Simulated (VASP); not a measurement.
Wanted: the native input for a VASP 6.6.1 run.

| Property | Result |
| --- | --- |
| Task | single point |
| Functional | LDA |
| Potentials or basis | VASP PAW LDA potentials, release 64 (Tl_d, Br) |
| Cutoff | 520 eV |
| k mesh | 8 × 8 × 8 |
| Occupations | gaussian, width 0.02 eV |
| Spin | no spin polarisation |
| Dipole correction | no |
| Further INCAR settings | ALGO = Normal; EDIFF = 1e-06; NBANDS = 17 |

The structure of TlBr lies in POSCAR:

```
TlBr
1.0
    3.8405599004      0.0000000000      0.0000000000
    0.0000000000      3.8405599004      0.0000000000
    0.0000000000      0.0000000000      3.8405599004
Tl Br
1 1
Direct
    0.0000000000      0.0000000000      0.0000000000
    0.5000000000      0.5000000000      0.5000000000
```

The input as run:

INCAR

```
ALGO = Normal
EDIFF = 1E-6
ENCUT = 520
ISIF = 2
ISMEAR = 0
LASPH = T
LCHARG = T
LELF = T
LREAL = F
LVHAR = T
LWAVE = F
NBANDS = 17
NELM = 100
PREC = Accurate
SIGMA = 0.02
```

KPOINTS

```
k-points
0
Gamma
  8 8 8
```

Potentials or basis: VASP PAW LDA potentials, release 64 (Tl_d, Br).

Run with:

```sh
$ cat potpaw_LDA.64/Tl_d/POTCAR potpaw_LDA.64/Br/POTCAR > POTCAR
$ mpirun -np 1 vasp_std > vasp.out
```

Results of the run:

- Pressure: 0.0 GPa
- Band gap on the k mesh: 1.34 eV, direct

Caveat: spin-orbit coupling is left out, which as a rule narrows the gap of such compounds by several tenths of an eV.

Wall time 13 s on 1 thread of Intel(R) Xeon(R) 6975P-C (Granite Rapids), with other jobs on the host, peak memory 0.16 GiB.
